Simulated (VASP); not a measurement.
Here is a VASP 6.6.1 calculation.

File INCAR:

```
SYSTEM = WC
PREC = Accurate
ENCUT = 520
EDIFF = 1E-6
ISMEAR = 0
SIGMA = 0.1
LREAL = .False.
LASPH = .True.
NELM = 100
ALGO = Normal
ISIF = 2
LWAVE = .False.
LCHARG = .False.
GGA = PS
NBANDS = 16
```

Contents of KPOINTS:

```
regular mesh
0
Gamma
  18 18 14
  0 0 0
```

File POSCAR:

```
WC
1.0
    2.8984787826      0.0000000000      0.0000000000
   -1.4492393913      2.5101562581      0.0000000000
    0.0000000000      0.0000000000      2.8277568561
W C
1 1
Direct
    0.0000000000      0.0000000000      0.0000000000
    0.6666666667      0.3333333333      0.5000000000
```

Potentials or basis: VASP PAW PBE potentials, release 64 (W_sv, C).

Command:

```bash
$ cat potpaw_PBE.64/W_sv/POTCAR potpaw_PBE.64/C/POTCAR > POTCAR
$ mpirun -np 1 vasp_std > vasp.out
```

(1) What does it give for the band gap on the k mesh?

(2) Estimate the pressure.

## Answers

(1) none (metal or under the smearing width).

(2) 1.2 GPa.

Caveat: the PAW data sets were made with another functional, which shifts forces and pressure a little.
